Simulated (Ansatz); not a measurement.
**MgO: Born charges and dielectric tensor with PBEsol**

**Experimental background.**

From “Electronic structure of alkaline earth and post-transition metal oxides”, 2009, arxiv:0908.1581, for a bulk crystal of MgO: band gap 7.83 eV.

From “Infrared Optical Properties of Ferropericlase (Mg1-xFexO): Experiment and Theory”, 2007, arxiv:0704.2267, for a bulk crystal of MgO at 295 K: high-frequency dielectric constant 2.95 ± 0.1.

Crystal: MgO.

```
Mg O
1.0
     0.00000    2.09700    2.09700
     2.09700    0.00000    2.09700
     2.09700    2.09700    0.00000
Mg O
1 1
Direct
  0.00000 0.00000 0.00000
  0.50000 0.50000 0.50000
```

The cell is a database's computed one.

```yaml
Program: Ansatz 0.2.0
Task: Born charges and dielectric tensor
Functional: PBEsol
Potentials_or_basis: Ansatz PAW
Cutoff: "420 eV (not typed: the program's choice for these potentials)"
k_mesh: 11 × 11 × 11
Occupations: fixed
Spin: no spin polarisation
```

- Band gap on the k mesh: 4.76 eV, direct
- Electronic dielectric tensor (diagonal): 3.23
- Born charges (mean of the diagonal): Mg +1.97; O -1.97 e

Levels at points of the mesh, in eV from the valence-band top:
| k point | band 5 | band 6 | band 7 | band 8 | band 9 | band 10 | band 11 | band 12 |
| --- | --- | --- | --- | --- | --- | --- | --- | --- |
| (0.00, 0.00, 0.00) | -17.26 | 0.00 | 0.00 | 0.00 | 4.76 | 15.75 | 15.75 | 15.75 |

Electronic dielectric tensor:
```
3.23 0.00 0.00
0.00 3.23 0.00
0.00 0.00 3.23
```

Born effective charge tensors (e):
atom 1, Mg
```
1.97 0.00 0.00
0.00 1.97 0.00
0.00 0.00 1.97
```
atom 2, O
```
-1.97  0.00  0.00
 0.00 -1.97  0.00
 0.00  0.00 -1.97
```

Wall time 4.3 s on 2 threads of Arm Neoverse V1, with other jobs on the host, peak memory 0.32 GiB.

A measured gap of MgO is 7.83 eV (quoted in “Electronic structure of alkaline earth and post-transition metal oxides”, 2009, arxiv:0908.1581); the calculated 4.76 eV misses it by -3.07 eV. The value is that of PBEsol, without temperature or zero-point motion. Semilocal functionals fall short of measured gaps as a rule. The cell is a database's relaxed one, not the measured one, which moves gaps too. A measured high-frequency dielectric constant of MgO is 2.95 (295 K; “Infrared Optical Properties of Ferropericlase (Mg1-xFexO): Experiment and Theory”, 2007, arxiv:0704.2267); the calculated 3.23 misses it by +9.4 %.

Caveat: odd divisions of the mesh miss points on the zone boundary, where band edges often lie, so the gap on the mesh can be too wide.
